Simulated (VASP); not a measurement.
**VASP 6.6.1 run: SrO**

INCAR

```
EDIFF = 1E-7
ISMEAR = 0
LASPH = .TRUE.
ENCUT = 520
ISIF = 2
IBRION = -1
LREAL = .FALSE.
ALGO = Normal
LWAVE = .FALSE.
NSW = 0
LCHARG = .FALSE.
METAGGA = R2SCAN
ISPIN = 2
NELM = 120
MAGMOM = 2 2
SIGMA = 0.01
PREC = Accurate
NBANDS = 15
```

KPOINTS

```
KPOINTS created by Atomic Simulation Environment
0
Gamma
8 8 8
0 0 0
```

POSCAR

```
Sr O
 1.0000000000000000
     0.0000000000000000    2.4521880273000001    2.4521880273000001
     2.4521880273000001    0.0000000000000000    2.4521880273000001
     2.4521880273000001    2.4521880273000001    0.0000000000000000
 Sr  O
   1   1
Cartesian
  2.4521880273000001  2.4521880273000001  2.4521880273000001
  0.0000000000000000  0.0000000000000000  0.0000000000000000
```

The recommended PBE PAW datasets give the neutral cell 16 valence electrons.

Command

```
mpirun -np 1 vasp_std
```

Q: How does this run end, and what does it give?

A: It converged. Results: pressure 21.1 GPa; magnetic moment of the cell 0.00 μB.

OSZICAR

```
N       E                     dE             d eps       ncg     rms          rms(c)
DAV:   1     0.456623750919E+02    0.45662E+02   -0.86040E+03  1748   0.105E+03
DAV:   2    -0.275821872375E+02   -0.73245E+02   -0.67460E+02  2412   0.226E+02
DAV:   3    -0.312167255768E+02   -0.36345E+01   -0.36122E+01  2583   0.419E+01
DAV:   4    -0.312836409478E+02   -0.66915E-01   -0.66898E-01  2003   0.461E+00
DAV:   5    -0.312845751839E+02   -0.93424E-03   -0.93423E-03  2130   0.484E-01    0.264E+01
DAV:   6    -0.263433083867E+02    0.49413E+01   -0.41652E+00  2405   0.173E+01    0.206E+01
DAV:   7    -0.267286792181E+02   -0.38537E+00   -0.41156E-01  1845   0.571E+00    0.124E+01
DAV:   8    -0.267610757306E+02   -0.32397E-01   -0.75242E-02  1845   0.256E+00    0.592E+00
DAV:   9    -0.267589010973E+02    0.21746E-02   -0.15745E-02  2048   0.137E+00    0.108E+00
DAV:  10    -0.267635238777E+02   -0.46228E-02   -0.34020E-03  2257   0.497E-01    0.297E-01
DAV:  11    -0.267639757102E+02   -0.45183E-03   -0.81629E-04  1992   0.247E-01    0.129E-01
DAV:  12    -0.267640733465E+02   -0.97636E-04   -0.96996E-05  1803   0.106E-01    0.855E-02
DAV:  13    -0.267640751835E+02   -0.18370E-05   -0.11227E-05  1936   0.372E-02    0.349E-02
DAV:  14    -0.267640775895E+02   -0.24061E-05   -0.36074E-06  2188   0.176E-02    0.152E-02
DAV:  15    -0.267640777273E+02   -0.13778E-06   -0.78144E-07  2155   0.763E-03    0.705E-03
DAV:  16    -0.267640775448E+02    0.18246E-06   -0.33848E-07  1887   0.575E-03    0.255E-03
DAV:  17    -0.267640774121E+02    0.13272E-06   -0.43524E-08  1213   0.202E-03    0.411E-04
DAV:  18    -0.267640773806E+02    0.31499E-07   -0.79244E-09   940   0.826E-04
   1 F= -.26764077E+02 E0= -.26764077E+02  d E =-.190764E-27  mag=     0.0000
```

For comparison, a separate r²SCAN run of the intended cell, on usual settings and not on those above, gives a gap of 3.57 eV on its mesh and a pressure of 21.1 GPa.
